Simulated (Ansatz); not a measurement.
A calculation with the code Ansatz. Plane-wave DFT: an element X is put into a periodic supercell of the crystal below and the atoms relax. X is one of the candidates, and is told by the neutral defect's formation energy over the elements (uncorrected), its moments where the run had spin, and its relaxed neighbours, eight at most.

```
cell
1.0
     2.7876    1.6094    4.9190
    -2.7876    1.6094    4.9190
     0.0000   -3.2189    4.9190
In O
4 6
Direct
  0.6428 0.6428 0.6428
  0.8572 0.8572 0.8572
  0.3572 0.3572 0.3572
  0.1428 0.1428 0.1428
  0.0466 0.7500 0.4534
  0.7500 0.4534 0.0466
  0.4534 0.0466 0.7500
  0.9534 0.2500 0.5466
  0.5466 0.9534 0.2500
  0.2500 0.5466 0.9534
```

host atoms in supercell: 40
functional: PBE
wave cutoff: 420 eV
k mesh: 2, 2, 2
k shift: 0.5, 0.5, 0.5 mesh steps
gaussian smearing: 0.02 eV
start displacement: 0.05 angstrom
electrons started on: no chosen atoms
candidate elements: H, Mg, Ti, Br, Hf, Bi
found formation energy: 2.527 eV
found moment change of cell: 1 muB
found absolute moment of cell: 1.1 muB
found largest move from host sites: 0.106 angstrom
found added atom moment: 0.45 muB

```csv
supercell vector,supercell times a (host cell vectors),supercell times b (host cell vectors),supercell times c (host cell vectors)
A,-1,1,1
B,1,-1,1
C,1,1,-1
```

```
change element   change kind  change place a (host cell vectors)  change place b (host cell vectors)  change place c (host cell vectors)
             X  interstitial                                   0                              0.0417                              0.9583
```

| found neighbour element | found neighbour distance (angstrom) |
| --- | --- |
| O | 2.095 |
| In | 2.131 |
| In | 2.139 |
| O | 2.212 |
| O | 2.306 |
| O | 2.478 |
| O | 2.558 |
| O | 2.643 |

Q: Which element is X?

A: H.

Caveats: one random start near the defect, so other minima are possible; the supercell is small.
